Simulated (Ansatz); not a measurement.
**K under changes of volume**

One of the cells (78.519 Å³/atom); the others are scaled copies at fixed shape and fractional positions:

```xyz
1
Lattice="-2.6976 2.6976 2.6976 2.6976 -2.6976 2.6976 2.6976 2.6976 -2.6976" Properties=species:S:1:pos:R:3 pbc="T T T"
K     0.0000    0.0000    0.0000
```

```yaml
Program: Ansatz 0.2.0
Functional: LDA
Potentials_or_basis: all-electron LAPW, scalar-relativistic
Cutoff: 52 eV (chosen from the basis error)
Basis_error_allowed: 0.001 eV/atom
k_mesh: 7 × 7 × 7
Occupations: fermi-dirac, width 0.05 eV
Spin: no spin polarisation
```

| volume (Å³/atom) | energy over the lowest point (meV/atom) | pressure (GPa) |
| --- | --- | --- |
| 73.807 | 0.00 | -0.5 |
| 75.378 | ? | ? |
| 76.948 | 10.55 | -0.6 |
| 78.519 | 16.47 | -0.6 |
| 80.089 | 22.73 | -0.7 |
| 81.659 | 29.34 | -0.7 |
| 83.230 | 36.22 | -0.7 |

Question: What does the run at 75.378 Å³/atom give?

Answer: Energy over the lowest point 5.05 meV/atom; pressure -0.5 GPa.

Worked out: A Birch-Murnaghan fit of order 3 (a polynomial in V^(-2/3)) to the other rows has no minimum within the range. It gives 5.05 meV/atom at 75.378 Å³/atom, against the run's 5.05, and -dE/dV = -0.5 GPa, against -0.5.

Energies are extrapolated to zero smearing.
